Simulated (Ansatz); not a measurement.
Theory: DFT PBE, scalar-relativistic, plane waves, PAW (Ansatz 0.2.0). All cells share a 420 eV cutoff and Γ-centred k meshes spaced at most about 0.3 Å⁻¹ (about 0.25 or finer for metals, 2π included). No spin polarisation.

All energies are static (0 K, no zero-point motion).

Two forms of CdH6 were relaxed alike.

1.

```cif
data_structure
_symmetry_space_group_name_H-M 'Pm-3m'
_symmetry_Int_Tables_number 221
_cell_length_a 5.9663
_cell_length_b 5.9663
_cell_length_c 5.9663
_cell_angle_alpha 90.000
_cell_angle_beta 90.000
_cell_angle_gamma 90.000
_cell_volume 212.38
loop_
_atom_site_label
_atom_site_type_symbol
_atom_site_symmetry_multiplicity
_atom_site_Wyckoff_symbol
_atom_site_fract_x
_atom_site_fract_y
_atom_site_fract_z
_atom_site_occupancy
Cd1 Cd 1 a 0.00000 0.00000 0.00000 1
H1 H 6 f 0.06288 0.50000 0.50000 1
```

2.

```cif
data_structure
_symmetry_space_group_name_H-M 'P4/mmm'
_symmetry_Int_Tables_number 123
_cell_length_a 3.8551
_cell_length_b 3.8551
_cell_length_c 7.4094
_cell_angle_alpha 90.000
_cell_angle_beta 90.000
_cell_angle_gamma 90.000
_cell_volume 110.12
loop_
_atom_site_label
_atom_site_type_symbol
_atom_site_symmetry_multiplicity
_atom_site_Wyckoff_symbol
_atom_site_fract_x
_atom_site_fract_y
_atom_site_fract_z
_atom_site_occupancy
Cd1 Cd 1 d 0.50000 0.50000 0.50000 1
H1 H 4 n 0.90302 0.50000 0.00000 1
H2 H 2 e 0.00000 0.50000 0.50000 1
```

Task: Which would you expect to be lower, and how large is the difference?

Result: Cell 1 is lower, by 100 meV/atom. Cell 1 has space group Pm-3m (No. 221), 30.3 Å³/atom and a gap of 3.77 eV on its mesh; cell 2 has space group P4/mmm (No. 123), 15.7 Å³/atom and no gap. Counting H atoms around Cd (those within 1.25 times the shortest such distance or 1.15 times the sum of covalent radii, 1.27 where that leaves under three; the shortest distance is added where it exceeds 1.18 times the sum of covalent radii), cell 1 has Cd 24 from 4.2 Å and cell 2 has Cd 4. Cell 1 and cell 2 both hold H–H pairs as short as in free H₂ molecules. Even the lower one lies +0.10 eV/atom against the reference forms of the elements (uncorrected), a margin that errors in the energy of the gaseous reference can exceed. Both come from invented guesses. Shaken at random and relaxed again, cell 1 came back. Checks on cell 1: imaginary modes at Γ (to 176i cm⁻¹).

Weakly bound directions are ill-defined at this level, which has no dispersion term (Pm-3m, P4/mmm), and this can change margins and order among such cells. Kohn–Sham gaps at this level usually fall short of measured ones. Cd atoms have no neighbour within bonding distance in Pm-3m, so such a cell has in effect fallen apart. With hydrogen, zero-point motion can shift such differences by 10 meV/atom or more. Cells without such a test can be saddle points.
